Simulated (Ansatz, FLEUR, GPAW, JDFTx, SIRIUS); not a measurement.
**Fitting the PBEsol energy curve of ZnS**

It takes space group F-43m (No. 216, cubic). Conventional cell: a = 5.404 Å, b = 5.404 Å, c = 5.404 Å, α = 90.00°, β = 90.00°, γ = 90.00°. Zn (site symmetry -43m) is surrounded by 4 S at 2.34 Å. S (site symmetry -43m) is surrounded by 4 Zn at 2.34 Å.

The cell was scaled at fixed shape and fractions and run with SIRIUS, all-electron FP-LAPW, apw+lo standard; PBEsol, k mesh 9 × 9 × 9 on the cell of 2 atoms, fermi-dirac occupations of 0.05 eV, no spin polarisation, no spin-orbit coupling. Energies are those that the program minimises, any entropy of the smearing included.

| V (Å³/atom) | energy over the lowest row (meV/atom) |
| --- | --- |
| 18.5432 | 5.76 |
| 18.9377 | 0.64 |
| 19.3322 | 0.00 |
| 19.7268 | ? |
| 20.1213 | 10.05 |
| 20.5158 | 19.58 |
| 20.9104 | 32.20 |

Problem. Fit the third-order Birch-Murnaghan form, give V0, B0 and B′, and predict the energy left open.

Solution. With y = (V0/V)^(2/3), E = E0 + (9 V0 B0/16) [(y - 1)³ B′ + (y - 1)² (6 - 4y)]. Least squares through the rows shown give V0 = 19.1964 Å³/atom, E0 = -0.23 meV, B0 = 80.42 GPa (1 eV/Å³ = 160.218 GPa) and B′ = 4.98, with a largest miss of 0.13 meV, so B0 and B′ are loose. At V = 19.7268 the form with these constants gives 3.25 meV; the run gave 3.18 meV an atom. Other set-ups at this level, from all their volumes (Å³/atom, GPa): FLEUR, all-electron, FLAPW: V0 19.213, B0 78.84; GPAW, PAW data sets generated for this functional: V0 19.223, B0 79; JDFTx, PseudoDojo-SR-PBEsol-0.4.1-standard with smoothed tails: V0 19.196, B0 78.82; Ansatz, all-electron LAPW, scalar-relativistic: V0 19.211, B0 78.87. Measured volume: 19.8 Å³/atom (pmc:11595366, doi:10.3390/ma17225622), so the fit lies -3.0 % from it. Measured modulus: 76.9 GPa (arxiv:0911.5022), so the fit lies +4.6 % from it. The runs are for a static lattice.
